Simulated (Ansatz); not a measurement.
# Se (Se, dhcp): the cost of one run

Program: Ansatz 0.2.0. Level of theory: DFT PBE, plane waves (420 eV) with PAW, scalar-relativistic. These are calculated values, not measurements.

### Step 1. The structure to begin with

Symmetry: P6_3/mmc, No. 194, hexagonal system. The conventional cell has a = 3.136 Å, b = 3.136 Å, c = 10.242 Å, α = 90.00°, β = 90.00°, γ = 120.00°. Se (site symmetry -3m) has 12 Se at 3.14 Å as nearest neighbours. Around Se (site symmetry -6m2) lie 12 Se at 3.14 Å.

Coordinates:

```cif
data_structure
_symmetry_space_group_name_H-M 'P 1'
_symmetry_Int_Tables_number 1
_cell_length_a 3.1360
_cell_length_b 3.1360
_cell_length_c 10.2423
_cell_angle_alpha 90.000
_cell_angle_beta 90.000
_cell_angle_gamma 120.000
_cell_volume 87.23
loop_
_atom_site_label
_atom_site_type_symbol
_atom_site_fract_x
_atom_site_fract_y
_atom_site_fract_z
_atom_site_occupancy
Se1 Se 0.00000 0.00000 0.00000 1
Se2 Se 0.00000 0.00000 0.50000 1
Se3 Se 0.33333 0.66667 0.25000 1
Se4 Se 0.66667 0.33333 0.75000 1
```

### Step 2. Relaxation of the cell

File input.yaml:

```yaml
crystal:
  lattice:
    - [3.1360302227, 0.0, 0.0]
    - [-1.5680151114, 2.7158818399, 0.0]
    - [0.0, 0.0, 10.2422747074]
  atoms:
    - { symbol: Se, position: [0.0, 0.0, 0.0] }
    - { symbol: Se, position: [0.0, 0.0, 0.5] }
    - { symbol: Se, position: [0.3333333333, 0.6666666667, 0.25] }
    - { symbol: Se, position: [0.6666666667, 0.3333333333, 0.75] }
hamiltonian:
  xc: pbe
  pseudopotentials:
    kind: paw
    azcp:
      Se: "pseudopotentials/Se.paw.azcp"
basis:
  ecutwfc: 420
  fft_grid_basis: typed
kpoints:
  mp_grid: { grid: [12, 12, 3], shift: [0, 0, 0] }
magnetization:
  spin_polarized: false
scf:
  occupations: { method: fermi_dirac, width: 0.1 }
relax:
  max_steps: 60
  f_tol: 0.01
  cell: {}
```

Launch:

```bash
> ansatz run input.yaml --threads 1 --pin off --max-ram 3584MiB --backend cpu --events-out ev --progress --plain --runs-dir out
```

**Question.** How long does this run take on 1 thread of Intel Xeon Platinum 8259CL at 2.50GHz (Skylake/Cascade Lake), shared host, and how much memory does it need?

About 1.9 min, with a peak of 0.58 GiB.
